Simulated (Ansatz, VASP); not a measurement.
## One calculation of Zn, two programs

Contents of INCAR:

```
SYSTEM = Zn
  ALGO = Normal
  EDIFF = 1E-7
  ENCUT = 520
  GGA = RE
  ISIF = 2
  ISMEAR = -1
  LASPH = .TRUE.
  LCHARG = .FALSE.
  LREAL = .FALSE.
  LWAVE = .FALSE.
  NBANDS = 12
  NELM = 60
  PREC = Accurate
  SIGMA = 0.1
```

File KPOINTS:

```
k-points
0
G
  15 15 15
  0 0 0
```

POSCAR

```
Zn
1.0
    0.0000000000      2.0386211670      2.0386211670
    2.0386211670      0.0000000000      2.0386211670
    2.0386211670      2.0386211670      0.0000000000
Zn
1
Direct
    0.0000000000      0.0000000000      0.0000000000
```

Input for Ansatz:

```yaml
crystal:
  lattice:
    - [0.0, 2.038621167, 2.038621167]
    - [2.038621167, 0.0, 2.038621167]
    - [2.038621167, 2.038621167, 0.0]
  atoms:
    - { symbol: Zn, position: [0.0, 0.0, 0.0] }
hamiltonian:
  xc: revpbe
  pseudopotentials:
    kind: paw
    azcp:
      Zn: "pseudopotentials/Zn.paw.azcp"
basis:
  ecutwfc: 420
  fft_grid_basis: typed
kpoints:
  mp_grid: { grid: [15, 15, 15], shift: [0, 0, 0] }
magnetization:
  spin_polarized: false
scf:
  occupations: { method: fermi_dirac, width: 0.1 }
  lower_state_search: "off"
output:
  stress: true
  write_density: true
  write_potential: true
  elf: true
  volumetric_format: npy
```

Alike in both runs: task single point; functional revPBE; k mesh 15 × 15 × 15; occupations fermi-dirac, width 0.1 eV; no spin polarisation.

```csv
,VASP,Ansatz
version,VASP 6.6.1,Ansatz 0.2.0
potentials or method,"VASP PAW PBE potentials, release 64 (Zn)","plane waves (420 eV) with PAW, scalar-relativistic"
plane-wave cutoff (eV),520,420
valence electrons in the cell,12,12
```

VASP gave:

```
pressure (GPa) : -3.7
```

**Question.** Estimate Ansatz's values.

**Answer.** Pressure (GPa): -3.9.

The functional is the same, so the differences come from potentials, cutoffs and numerics.

Caveats: the PAW data sets were made with another functional, which shifts forces and pressure a little (VASP).
